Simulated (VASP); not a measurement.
Write the native input for VASP 6.6.1 that does the following.

```yaml
Task: single point
Functional: PBEsol
Potentials_or_basis: VASP PAW PBE potentials, release 64 (Mg, Si)
Cutoff: 700 eV
k_mesh: 10 × 10 × 10
Occupations: gaussian, width 0.1 eV
Spin: no spin polarisation
Further_INCAR_settings: ALGO = Normal; EDIFF = 1e-06; NBANDS = 11
```

The structure of Mg2Si lies in POSCAR:

```
Mg2Si
1.0
    0.0000000000      3.1617700000      3.1617700000
    3.1617700000      0.0000000000      3.1617700000
    3.1617700000      3.1617700000      0.0000000000
Mg Si
2 1
Direct
    0.2500000000      0.2500000000      0.2500000000
    0.7500000000      0.7500000000      0.7500000000
    1.0000000000      0.0000000000      0.0000000000
```

The cell is a database's computed one.

These files were run (other wordings do the same):

INCAR

```
PREC = Accurate ; ENCUT = 700
EDIFF = 1E-6 ; ISMEAR = 0
SIGMA = 0.1 ; LREAL = F
LASPH = T ; NELM = 80
ALGO = Normal ; ISIF = 2
LWAVE = F ; LCHARG = T
GGA = PS ; LELF = T
LVHAR = T ; NBANDS = 11
```

KPOINTS

```
Automatic mesh
0
Gamma
  10 10 10
```

Potentials or basis: VASP PAW PBE potentials, release 64 (Mg, Si).

Command:

```console
$ cat potpaw_PBE.64/Mg/POTCAR potpaw_PBE.64/Si/POTCAR > POTCAR
$ mpirun -np 1 vasp_std > vasp.out
```

Results of the run:

```json
{
  "Pressure": "0.0 GPa",
  "Band gap on the k mesh": "0.11 eV, indirect (least direct gap 1.89 eV)"
}
```

Caveat: the PAW data sets were made with another functional, which shifts forces and pressure a little.

Run time: 57 s on 1 thread of Intel(R) Xeon(R) Platinum 8259CL CPU @ 2.50GHz (Skylake/Cascade Lake), on a shared host, peak memory 0.26 GiB.
